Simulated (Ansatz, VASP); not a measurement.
# Two plane-wave programs on Ba

```xyz
1
Lattice="-2.5125 2.5125 2.5125 2.5125 -2.5125 2.5125 2.5125 2.5125 -2.5125" Properties=species:S:1:pos:R:3 pbc="T T T"
Ba    0.0000    0.0000    0.0000
```

Alike in both runs: task single point; functional PBE; k mesh 9 × 9 × 9; occupations fermi-dirac, width 0.03 eV; no spin polarisation.

|  | VASP | Ansatz |
| --- | --- | --- |
| version | VASP 6.6.1 | Ansatz 0.2.0 |
| potentials or method | VASP PAW PBE potentials, release 64 (Ba_sv) | plane waves (420 eV) with PAW, scalar-relativistic |
| plane-wave cutoff (eV) | 520 | 420 |
| valence electrons in the cell | 10 | 10 |

```tsv
	VASP	Ansatz	Ansatz less VASP
pressure (GPa)	0.0	0.0	-0.05
```

Spin-orbit coupling is left out, which matters for the levels of Ba.
